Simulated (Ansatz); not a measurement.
**Stress against strain in Al2Pt**

```
CELL_PARAMETERS angstrom
0.00000 2.95500 2.95500
2.95500 0.00000 2.95500
2.95500 2.95500 0.00000
ATOMIC_POSITIONS crystal
Al 0.25000 0.25000 0.25000
Al 0.75000 0.75000 0.75000
Pt 0.00000 0.00000 0.00000
```

Atoms are numbered in the order listed.

The cell comes from COD entry 9009032, which wasn't checked; take it as a given geometry.

No spin–orbit coupling, which matters for the heavy atoms here.

Theory: DFT, LDA, all-electron LAPW, scalar-relativistic in Ansatz 0.2.0.

Settings: a Γ-centred 12×12×12 k mesh, Fermi–Dirac smearing of 0.08 eV, basis error target 1 meV/atom, no spin polarisation.

The strain is applied along the Cartesian axes of the cell as listed (γ is the engineering shear, twice εxy = εyz = εzx). Fractional coordinates are held (clamped ions).

σ is the change of stress from the unstrained cell, which is at -3.92 GPa; tension is positive, so slopes are stress–strain coefficients at that pressure. In a metal the k mesh adds noise.

Only quantities that a quadratic follows smoothly over the whole series are listed; rougher ones are left out.

| γ | σxy (GPa) |
| --- | --- |
| -0.0200 | -1.84 |
| 0.0000 | 0.00 |
| 0.0100 | 0.80 |
| 0.0200 | 1.55 |

**Question.** Fit the series and read off the stiffness at zero strain.

**Answer.** Least-squares fits y = p0 + p1 x + p2 x² to the rows give σxy (GPa): p1 = 84.7, p2 = -350. So C44 (clamped ions) = 85 GPa.

**Question.** One run, at γ = -0.0100, is withheld. Predict its row.

**Answer.** The fits give -0.89; the run gave -0.88.
